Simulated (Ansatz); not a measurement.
# PtSe2 (1T monolayer type, one sheet): the dielectric function from several functionals

How does PtSe2 (1T monolayer type, one sheet) absorb light if electrons and holes don't interact? The runs, in order: HSE06 for the gap; optics with PBE on 12×12×1; optics with r2SCAN on 12×12×1; optics with LDA on 12×12×1; optics with PBE and scissors to the HSE06 gap on 12×12×1; optics with PBE with spin-orbit coupling on 6×6×1.

Program: Ansatz 0.2.0. Level of theory: plane waves, PAW; no local fields, no excitons. These are calculated values, not measurements.

1 further run of the same task is left out (it didn't finish).

### Step 1. Starting point

It takes space group P-3m1 (No. 164, trigonal). The conventional cell has a = 3.703 Å, b = 3.703 Å, c = 30.062 Å, α = 90.00°, β = 90.00°, γ = 120.00°. Pt (site symmetry -3m) is surrounded by 6 Se at 2.51 Å. Se (site symmetry 3m) has 3 Pt at 2.51 Å as nearest neighbours.

As a file:

```
CELL_PARAMETERS angstrom
3.70279 0.00000 0.00000
-1.85139 3.20671 0.00000
0.00000 0.00000 30.06206
ATOMIC_POSITIONS crystal
Pt 0.00000 0.00000 0.29938
Se 0.33333 0.66667 0.34324
Se 0.66667 0.33333 0.25553
```

Cell and atoms come from an earlier r2SCAN relaxation. The cell holds one sheet and vacuum, and is periodic in the plane alone; ε, where given, is a mean over the whole height of the cell, so ε₂ and ε₁ − 1 scale inversely with that height and aren't the sheet's own values. Spin-orbit coupling, which matters for Pt, is in the runs so named alone.

### Step 2. A hybrid for the gap

Input file input.yaml:

```yaml
crystal:
  lattice:
    - [3.7027862523, 0.0, 0.0]
    - [-1.8513931261, 3.2067069593, 0.0]
    - [0.0, 0.0, 30.0620632936]
  atoms:
    - { symbol: Pt, position: [0.0, 0.0, 0.2993806484] }
    - { symbol: Se, position: [0.3333333333, 0.6666666667, 0.3432360092] }
    - { symbol: Se, position: [0.6666666667, 0.3333333333, 0.2555252876] }
  periodic: [true, true, false]
kpoints:
  mp_grid: { grid: [6, 6, 1] }
  band_path:
    path:
      - [0.0, 0.0, 0.0]
      - [0.5, 0.0, 0.0]
      - [0.3333333333, 0.3333333333, 0.0]
      - [-0.083333, 0.041667, 0.0]
      - [0.0, 0.229167, 0.0]
      - [0.2, 0.0, 0.0]
    npoints: 1
hamiltonian:
  xc: hse06
scf:
  occupations: { method: fixed }
  n_extra_bands: 4
output:
  forces: true
  stress: true
  eigenvalues: true
  write_density: true
  write_potential: true
  elf: true
  volumetric_format: npy
```

Run with:

```sh
$ ansatz run input.yaml --threads 4 --pin off --max-ram 5529MiB --backend cpu --events-out ev --progress --plain --runs-dir out
```

After this run come: Optics, PBE; Optics, r2SCAN; Optics, LDA; Optics, PBE with a scissors shift; Optics, PBE with spin-orbit coupling.

**Question.** What will the summary of the whole plan be? Wanted: ε∞, PBE; ε∞, r2SCAN; ε∞, LDA; ε∞, PBE with spin-orbit coupling; tallest peak of ε₂, PBE; tallest peak of ε₂, r2SCAN; tallest peak of ε₂, LDA; tallest peak of ε₂, PBE with spin-orbit coupling; HSE06 direct gap.

The runs gave:

```
                                        quantity                                value
                                         ε∞, PBE             4.49 (xx, yy), 2.61 (zz)
                                      ε∞, r2SCAN             4.01 (xx, yy), 2.46 (zz)
                                         ε∞, LDA             4.72 (xx, yy), 2.65 (zz)
                      ε∞, PBE + 0.65 eV scissors             3.81 (xx, yy), 2.39 (zz)
                ε∞, PBE with spin-orbit coupling             4.32 (xx, yy), 2.45 (zz)
                         tallest peak of ε₂, PBE                       9.7 at 1.80 eV
                      tallest peak of ε₂, r2SCAN                       8.6 at 2.05 eV
                         tallest peak of ε₂, LDA                      10.3 at 1.75 eV
      tallest peak of ε₂, PBE + 0.65 eV scissors                       9.7 at 2.45 eV
tallest peak of ε₂, PBE with spin-orbit coupling  7.9 at 1.75 eV (complete to 9.2 eV)
                                HSE06 direct gap                              2.24 eV
```

In words: PBE + 0.65 eV scissors has the widest direct gap (2.33 eV) and PBE with spin-orbit coupling the narrowest (1.59 eV); ε∞ is 3.81 and 4.32 (in the plane). Spin-orbit coupling moves the direct gap by -0.09 eV; ε∞ doesn't compare between these two runs, as the bands summed differ. The meshes differ between the runs, and peak heights and places move with the mesh, so part of any difference isn't the level's. A sheet's ε refers to the whole height of the cell: in the plane ε − 1 falls as one over that height. Local fields and excitons are left out: both change ε∞, and without excitons the onset lacks its lines.
